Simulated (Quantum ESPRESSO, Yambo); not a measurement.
# A GW chain in Yambo: CdS (Hawleyite), part 2 of 3

How does a plane-wave GW calculation on CdS (Hawleyite) run from the first input to the gap?

Quantum ESPRESSO 7.5 and Yambo 5.3.0; PBE and many-body steps on it, plane waves. Known limits of the many-body steps: not at the basis limit; no spin-orbit coupling; coarse k mesh.

So far. Step 2 (Ground state): The gap is direct, at Γ. Step 3 (Bands along the symmetry lines): The gap is 1.145 eV, as in the run before at this level.

### Step 4. Empty states on the mesh, 4×4×4 mesh, 125 bands

Level of this step: DFT, PBE, plane waves, norm-conserving pseudopotentials (Quantum ESPRESSO).

The sums over transitions need many empty states on a uniform mesh; this step solves for them.

Input file pw.in:

```
&control
  calculation = 'nscf'
  prefix = 'x'
  outdir = 'o'
  pseudo_dir = 'pseudo'
/
&system
  ibrav = 0
  nat = 2
  ntyp = 2
  ecutwfc = 94.0
  nbnd = 125
  force_symmorphic = .true.
/
&electrons
  conv_thr = 1e-9
  electron_maxstep = 80
  diago_full_acc = .true.
  diago_thr_init = 5e-6
/
ATOMIC_SPECIES
  Cd 112.41 Cd.upf
  S 32.06 S.upf
CELL_PARAMETERS angstrom
  -0.0000000000 2.9165000000 2.9165000000
  2.9165000000 -0.0000000000 2.9165000000
  2.9165000000 2.9165000000 -0.0000000000
ATOMIC_POSITIONS crystal
  Cd 0.0000000000 0.0000000000 0.0000000000
  S 0.2500000000 0.2500000000 0.2500000000
K_POINTS automatic
  4 4 4 0 0 0
```

Command:

```bash
> OMP_NUM_THREADS=1 mpirun -n 8 pw.x -nk 4 -in pw.in > pw.out
```

Log:

```text
[banner, memory and clock lines left out]
Program PWSCF v.7.5 starts

     Atomic positions and unit cell read from directory:
     o/x.save/

     Message from routine setup:
     using ibrav=0 with symmetry is DISCOURAGED, use correct ibrav instead

     bravais-lattice index     =            0
     lattice parameter (alat)  =       7.7943  a.u.
     unit-cell volume          =     334.8209 (a.u.)^3
     number of atoms/cell      =            2
     number of atomic types    =            2
     number of electrons       =        26.00
     number of Kohn-Sham states=          125
     kinetic-energy cutoff     =      94.0000  Ry
     charge density cutoff     =     376.0000  Ry
     Exchange-correlation= PBE
                           (   1   4   3   4   0   0   0)

     celldm(1)=   7.794277  celldm(2)=   0.000000  celldm(3)=   0.000000
     celldm(4)=   0.000000  celldm(5)=   0.000000  celldm(6)=   0.000000

     crystal axes: (cart. coord. in units of alat)
               a(1) = (  -0.000000   0.707107   0.707107 )
               a(2) = (   0.707107  -0.000000   0.707107 )
               a(3) = (   0.707107   0.707107  -0.000000 )

     reciprocal axes: (cart. coord. in units 2 pi/alat)
               b(1) = ( -0.707107  0.707107  0.707107 )
               b(2) = (  0.707107 -0.707107  0.707107 )
               b(3) = (  0.707107  0.707107 -0.707107 )
     Pseudo is Norm-conserving + core correction, Zval = 20.0
     Generated using ONCVPSP code by D. R. Hamann
     Using radial grid of 1368 points,  6 beta functions with:
     Pseudo is Norm-conserving + core correction, Zval =  6.0
     Generated using ONCVPSP code by D. R. Hamann
     Using radial grid of 1146 points,  6 beta functions with:
     Cd               20.00   112.41000     Cd( 1.00)
     S                 6.00    32.06000     S ( 1.00)

     24 Sym. Ops. (no inversion) found

   Cartesian axes

     site n.     atom                  positions (alat units)
         1        Cd     tau(   1) = (   0.0000000   0.0000000   0.0000000  )
         2        S      tau(   2) = (   0.3535534   0.3535534   0.3535534  )

     number of k points=     8
                       cart. coord. in units 2pi/alat
        k(    1) = (   0.0000000   0.0000000   0.0000000), wk =   0.0312500
        k(    2) = (   0.1767767   0.1767767  -0.1767767), wk =   0.2500000
        k(    3) = (  -0.3535534  -0.3535534   0.3535534), wk =   0.1250000
[...]
k(    7) = (  -0.7071068   0.0000000   0.0000000), wk =   0.0937500
        k(    8) = (  -0.7071068   0.3535534   0.0000000), wk =   0.1875000

     Dense  grid:    41151 G-vectors     FFT dimensions: (  50,  50,  50)

     The potential is recalculated from file :
     o/x.save/charge-density

     Starting wfcs are   14 randomized atomic wfcs +  111 random wfcs

     Band Structure Calculation

     End of band structure calculation

          k = 0.0000 0.0000 0.0000 (  5065 PWs)   bands (ev):

   -94.3755 -55.4396 -55.4396 -55.4396  -5.3823  -0.7406  -0.7406  -0.7406
    -0.2617  -0.2617   6.9821   6.9821   6.9821   8.1268  13.5132  13.5132
    13.5132  18.3635  18.3635  18.4326  20.2843  20.2843  20.2843  22.5626
[...]
[... 4 further rows ...]
[...]
92.7758  94.8957  96.8538  96.8538  96.8538

          k = 0.1768 0.1768-0.1768 (  5156 PWs)   bands (ev):

[...]
[... 4 further rows ...]
[...]
96.8455  96.8941  97.7209  97.7209  97.9848

          k =-0.3536-0.3536 0.3536 (  5168 PWs)   bands (ev):

[...]
65.8940  67.6525  67.7258  67.7258  68.1298  68.1298  69.2984  69.8215
     [... 4 further rows ...]
    93.2452  93.2452  93.5800  93.5800  94.6266  95.5520  95.7502  95.7502
    95.9149  95.9149  98.1863  98.1863  98.8048

          k = 0.3536 0.0000 0.0000 (  5105 PWs)   bands (ev):

     [... further k-points ...]

     highest occupied, lowest unoccupied level (ev):     6.9821    8.1268

     XML data file, pseudopotentials, collected wavefunctions
```

The job ended after 9.8 s (8 MPI ranks of Arm Neoverse V1, shared host; peak memory 0.59 GiB; 75 s of CPU time).

This step gave:

```
gap                                                           : 1.145 eV
k of the valence top                                          : 0, 0, 0
k of the conduction bottom                                    : 0, 0, 0
least direct gap                                              : 1.145 eV
k points computed                                             : 8
lowest point of the top converged band, above the valence top : 89.8717 eV
```

On this mesh the gap is 1.145 eV.

### Step 5. Conversion and set-up

This step: Yambo 5.3.0; conversion and set-up on PBE, plane waves, norm-conserving pseudopotentials.

The states are converted to the many-body program's format and the q mesh is built.

Command:

```bash
> (cd o/x.save; p2y > p2y.log; mv SAVE ../..); yambo > setup.log
```

Log:

```text
 Yambo, version 5.3.0

 [02] CORE Variables Setup
 =========================

  [02.01] Unit cells
  ==================

  Cell kind             :  FCC
  Atoms in the cell     :  Cd  S
  number of Cd atoms    :  1
  number of S  atoms    :  1

  List of atomic masses
  Mass of Cd    :  112.4100
  Mass of S     :  32.06000

  List of atomic coordinates    : [cc]
  Cd1       :  0.000000  0.000000  0.000000  order 1
  S1       :  2.755693  2.755693  2.755693  order 2

  Alat factors          :  5.511386  5.511386  5.511386 [a.u.]
  Direct lattice volume :  334.8209 [a.u.]
  Direct lattice vectors:  A[ 1 ]  A[ 2 ]  A[ 3 ]
   A[ 1 ]: -0.000000  1.000000  1.000000  [iru]
  -0.000000  5.511386  5.511386  [cc]
   A[ 2 ]:  1.000000 -0.000000  1.000000  [iru]
   5.511386 -0.000000  5.511386  [cc]
   A[ 3 ]:  1.000000  1.000000 -0.000000  [iru]
   5.511386  5.511386 -0.000000  [cc]

  Recip. lattice volume :  0.740845 [a.u.]
  Recip. lattice vectors:  B[ 1 ]  B[ 2 ]  B[ 3 ]
   B[ 1 ]: -0.500000  0.500000  0.500000  [iku]
  -0.570019  0.570019  0.570019  [cc]
   B[ 2 ]:  0.500000 -0.500000  0.500000  [iku]
   0.570019 -0.570019  0.570019  [cc]
   B[ 3 ]:  0.500000  0.500000 -0.500000  [iku]
   0.570019  0.570019 -0.570019  [cc]

  [02.02] Symmetries
  ==================

  Inversion symmetry    : yes
  Spatial inversion     : no
  Inversion index       :  25
  K-space Time-reversal : yes
  Magnetic symmetries   : no
  Time-reversal derived K-space symmetries:   25   48
  Group table correct   : yes
  Symmetries units      :  [cc]

   [S  1]:   1.0000     -0.15363E-16 -0.15363E-16 -0.15363E-16   1.0000      0.15363E-16  0.15363E-16  0.15363E-16   1.0000
   [S  2]:  -1.0000      0.15363E-16 -0.15363E-16  0.15363E-16  -1.0000      0.15363E-16 -0.15363E-16 -0.15363E-16   1.0000
   [S  3]:  -1.0000     -0.15363E-16  0.15363E-16  0.15363E-16   1.0000     -0.15363E-16 -0.15363E-16  0.15363E-16  -1.0000
[...]
[S  9]: -0.15363E-16   1.0000     -0.15363E-16  0.15363E-16 -0.15363E-16   1.0000       1.0000      0.15363E-16  0.15363E-16
   [S 10]: -0.15363E-16  -1.0000      0.15363E-16  0.15363E-16  0.15363E-16  -1.0000       1.0000     -0.15363E-16 -0.15363E-16
     [... 36 further rows ...]
   [S*47]:   1.0000     -0.15363E-16  0.15363E-16 -0.15363E-16  0.15363E-16  -1.0000      0.15363E-16   1.0000     -0.15363E-16
   [S*48]:   1.0000      0.15363E-16 -0.15363E-16 -0.15363E-16 -0.15363E-16   1.0000      0.15363E-16  -1.0000      0.15363E-16

  [02.03] Reciprocal space
  ========================

  nG shells         :   388
  nG charge         :   41151
  nG WFs            :   6151
  nC WFs            :   5180
  G-vecs. in first 38 shells:  [ Number ]
     1    9   15   27   51   59   65   89  113
    137   169   181   229   259   283   307   331   339
    387   411   459   531   537   561   609   645   701
[...]
1139  1211
  ...
[...]
K/Q-points units:
  rlu = crystal or reduced units; cc = cartesian coordinates; iku = interal k-units

  K [1]          [rlu]:  0.000000  0.000000  0.000000
         WF components:   5065
  K [2]          [rlu]: -0.74775E-17 -0.74775E-17  0.25000
         WF components:   5156
  K [3]          [rlu]:  0.14955E-16  0.14955E-16 -0.50000
         WF components:   5168
  K [4]          [rlu]: -0.62139E-17  0.25000      0.25000
         WF components:   5105
  K [5]          [rlu]: -0.19138E-17  0.25000     -0.50000
         WF components:   5165
  [... 2 further k-points ...]
  K [8]          [rlu]:  0.250000 -0.500000 -0.250000
         WF components:   5180

  [02.05] Energies & Occupations
  ==============================

  [X] === General ===
  [X] Electronic Temperature                        :  0.000000  0.000000 [eV K]
  [X] Bosonic    Temperature                        :  0.000000  0.000000 [eV K]
  [X] Finite Temperature mode                       : no
  [X] El. density                                   :  0.52403E+24 [cm-3]
  [X] Fermi Level                                   :  6.982054 [eV]

  [X] === Gaps and Widths ===
  [X] Conduction Band Min                           :  1.144727 [eV]
  [X] Valence Band Max                              :  0.000000 [eV]
  [X] Filled Bands                                  :  13
  [X] Empty Bands                                   :   14  125
  [X] Direct Gap                                    :  1.144727 [eV]
  [X] Direct Gap localized at k                     :  1
  [X] Indirect Gap                                  :  1.144727 [eV]
  [X] Indirect Gap between kpts                     :  1  1
  [X] Last valence band width                       :  2.183509 [eV]
  [X] 1st conduction band width                     :  4.279643 [eV]

  E @ K [1]:  [eV]
  -101.3576  -62.4216  -62.4216  -62.4216  -12.3644   -7.7227   -7.7227   -7.7227
   -7.2437      -7.2437     -0.39679E-09 -0.30843E-09   0.0000       1.1447       6.5312       6.5312
    6.53119  11.38147  11.38147  11.45053  13.30226  13.30226  13.30226  15.58051
[...]
occ @ K [1]
[...]
E @ K [2]:  [eV]
[...]
occ @ K [2]
[...]
E @ K [3]:  [eV]
[...]
occ @ K [3]
[...]
E @ K [4]:  [eV]
[...]
occ @ K [4]
[...]
E @ K [5]:  [eV]
[...]
occ @ K [5]
[...]
[... 2 further k-points ...]
  E @ K [8]:  [eV]
[...]
occ @ K [8]
[...]
0.000000  0.000000  0.000000  0.000000  0.000000  0.000000  0.000000  0.000000
   0.000000  0.000000  0.000000  0.000000  0.000000  0.000000  0.000000  0.000000

 [03] Transferred momenta grid and indexing
 ==========================================

 IBZ Q-points                                      :   8
 BZ  Q-points                                      :   64

 K/Q-points units:
 rlu = crystal or reduced units; cc = cartesian coordinates; iku = interal k-units

 Q [1]          [rlu]:  0.000000  0.000000  0.000000
 Q [2]          [rlu]: -0.40681E-17 -0.40681E-17  0.25000
 Q [3]          [rlu]:  0.81362E-17  0.81362E-17 -0.50000
[...]
Q [7]          [rlu]:  0.12428E-16 -0.50000     -0.50000
 Q [8]          [rlu]:  0.250000 -0.500000 -0.250000

  [03.01] X indexes
  =================

   [03.01.01] Sigma indexes
   ========================

 [06] Game Over & Game summary
```

Run time: 3 s. Hardware: 1 MPI rank; peak memory 0.25 GiB.

[end of part 2 of 3]

[Paths, hosts, dates, memory and timing lines, banners, echoed tables and standing remarks are left out of the program output.]

[Logs are printed without paths, hosts, clocks, repeated set-up lines and the standing remarks that a program may print on its own settings, such as how far it seeks lower states.]

[Runs of the session that timed out or met a known fault of the program may be left out.]

[Hosts, paths, dates, database ids (printed as entryN), source tags and the programs' standing remarks are cut or masked in the printed files.]
